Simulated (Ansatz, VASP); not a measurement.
# KBr in VASP and in Ansatz

The input INCAR:

```
SYSTEM = KBr
PREC = Accurate ; ENCUT = 520
EDIFF = 1E-6 ; ISMEAR = -1
SIGMA = 0.01 ; LREAL = .False.
LASPH = .True. ; NELM = 80
ALGO = Normal ; ISIF = 2
LWAVE = .False. ; LCHARG = .False.
GGA = PE ; NBANDS = 15
```

File KPOINTS:

```
regular mesh
0
Gamma
  7 7 7
  0 0 0
```

The input POSCAR:

```
KBr
1.0
   -0.0329250000      3.2760375000      3.2760375000
    3.2760375000     -0.0329250000      3.2760375000
    3.2760375000      3.2760375000     -0.0329250000
K Br
1 1
Direct
    0.0000000000      0.0000000000      0.0000000000
    0.5000000000      0.5000000000      0.5000000000
```

Input for Ansatz:

```yaml
crystal:
  lattice:
    - [-0.032925, 3.2760375, 3.2760375]
    - [3.2760375, -0.032925, 3.2760375]
    - [3.2760375, 3.2760375, -0.032925]
  atoms:
    - { symbol: K, position: [0.0, 0.0, 0.0] }
    - { symbol: Br, position: [0.5, 0.5, 0.5] }
kpoints:
  mp_grid: { grid: [7, 7, 7] }
scf:
  occupations: { method: fermi_dirac, width: 0.01 }
hamiltonian:
  xc: pbe
  pseudopotentials: { kind: all_electron, lapw: { basis_error: 0.00025 } }
output:
  forces: true
  stress: true
  eigenvalues: true
```

Change from the starting cell: equal xy, yz and zx shear strains of -1 %.

Alike in both runs: task single point; functional PBE; k mesh 7 × 7 × 7; occupations fermi-dirac, width 0.01 eV; no spin polarisation.

```csv
,VASP,Ansatz
version,VASP 6.6.1,Ansatz 0.2.0
potentials or method,"VASP PAW PBE potentials, release 64 (K_sv, Br)","all-electron LAPW, scalar-relativistic"
plane-wave cutoff (eV),520,see its input
```

|  | VASP | Ansatz | Ansatz less VASP |
| --- | --- | --- | --- |
| gap on the k mesh at the Fermi level (eV) | 4.43 | 4.43 | +0.002 |
| pressure (GPa) | 0.9 | 0.8 | -0.04 |

Ansatz ran all-electron here, so the differences hold the error of VASP's frozen core and of both bases.
